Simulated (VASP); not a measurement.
Here is a VASP 6.6.1 calculation.

File INCAR:

```
PREC = Accurate
ENCUT = 520
EDIFF = 1E-6
ISMEAR = 1
SIGMA = 0.1
LREAL = F
LASPH = T
NELM = 80
ALGO = Normal
ISIF = 2
LWAVE = F
LCHARG = F
LDIPOL = T
IDIPOL = 3
DIPOL = 0.5 0.5 0.500
GGA = PE
LVHAR = T
LVACPOTAV = T
ICORELEVEL = 1
KPAR = 2
```

Contents of KPOINTS:

```
Automatic mesh
0
Gamma
  15 15 1
```

Contents of POSCAR:

```
Ru                                      
1.0
    2.7179488500      0.0000000000      0.0000000000
   -1.3589740700      2.3538131300      0.0000000000
    0.0000000000      0.0000000000     19.3005680000
  Ru            
     3
Direct
     0.3333330000000032    0.6666659999999993    0.3926715889269253
     0.6666669999999968    0.3333340000000007    0.5000000000000000
     0.3333330000000032    0.6666659999999993    0.6073284110730747
```

Potentials or basis: VASP PAW PBE potentials, release 64 (Ru_pv).

The run is started by

```console
$ cat potpaw_PBE.64/Ru_pv/POTCAR > POTCAR
$ mpirun -np 2 vasp_std > vasp.out
```

Problem. Estimate the band gap on the k mesh.

Solution. None (metal or under the smearing width).

Problem. What does it give for the work function of the upper face?

Solution. 4.96 eV.

Problem. Estimate the largest force.

Solution. 0.009 eV/Å.

Problem. Estimate the work function of the lower face.

Solution. 4.96 eV.

Core levels (eV, on the scale of the bands):
| atom | levels |
| --- | --- |
| 1 Ru | 1s -21929.1, 2s -3149.4, 2p -2819.9, 3s -551.1, 3p -442.8, 3d -268.8, 4s -71.7 |
| 2 Ru | 1s -21929.7, 2s -3150.1, 2p -2820.6, 3s -551.7, 3p -443.5, 3d -269.5, 4s -72.4 |
| 3 Ru | 1s -21929.1, 2s -3149.4, 2p -2819.9, 3s -551.1, 3p -442.8, 3d -268.8, 4s -71.7 |
